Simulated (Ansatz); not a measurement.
The same calculation of NaCl, space group Pm-3m as a Python script and as an input file (the Python package of Ansatz (0.2.0)).

`wannier_nacl.py`
```python
"""Wannier functions of the anion p bands of NaCl."""

from pathlib import Path
import warnings

import ansatz as az
import tomllib

warnings.simplefilter("ignore", az.DeckWarning)

lattice = az.Lattice.of(
    [2.86, 0.0, 0.0],
    [0.0, 2.86, 0.0],
    [0.0, 0.0, 2.86],
)
sites = [
    ("Na", [0.0, 0.0, 0.0]),
    ("Cl", [0.5, 0.5, 0.5]),
]
nacl = az.Crystal(lattice=lattice)
for symbol, position in sites:
    nacl = nacl.atom(symbol, position)

job = (
    nacl.calculation()
    .basis(45 * az.Ry)
    .functional("r2scan")
    .scf(tolerance=1e-08)
    .kpoints(length=17)
    .occupations("fixed")
    .wannier(mesh=(4, 4, 4), projections=[az.TrialShell("Cl", "p")], minimise=True)
)
result = job.run(runs_dir="w90")
spreads = tomllib.loads(Path(result.output_folder, "results", "wannier.spreads.toml").read_text())
print("converged:", spreads["converged"], "in", spreads["n_iter"], "steps; least projectability", round(spreads["least_projectability"], 3))
print("invariant, diagonal, off-diagonal spread (A^2):", *(round(spreads[k], 4) for k in ("omega_i_ang2", "omega_d_ang2", "omega_od_ang2")))
for function in spreads["wannier"]:
    print("centre", [round(v, 3) for v in function["r"]], "spread", round(function["spread"], 4))
```

```console
$ python wannier_nacl.py
converged: True in 5 steps; least projectability 0.859
invariant, diagonal, off-diagonal spread (A^2): 3.5294 0.0 0.0018
centre [1.43, 1.43, 1.43] spread 1.1771
centre [1.43, 1.43, 1.43] spread 1.1771
centre [1.43, 1.43, 1.43] spread 1.1771
```

`input.yaml`:
```yaml
crystal:
  lattice:
    - [2.86, 0.0, 0.0]
    - [0.0, 2.86, 0.0]
    - [0.0, 0.0, 2.86]
  atoms:
    - { symbol: Na, position: [0.0, 0.0, 0.0] }
    - { symbol: Cl, position: [0.5, 0.5, 0.5] }
basis:
  ecutwfc: 612.25619053473
kpoints:
  mp_grid:
    grid: [6, 6, 6]
hamiltonian:
  xc: r2scan
scf:
  convergence:
    dr2_threshold: 1.0e-08
  occupations:
    method: fixed
output:
  wannier:
    kmesh: [4, 4, 4]
    projections:
      - { species: Cl, l: p }
    minimise: true
```

The structure is a deposited one; some such entries were measured under pressure or heat, so a shift against it needn't be the functional's error alone. Timing: 2.7 s on 1 thread of AMD EPYC 7R43 64-Core Processor (Zen 3) (shared host), peak memory 0.38 GiB.

(Lines on the test bed's own set-up are left out of the output.)
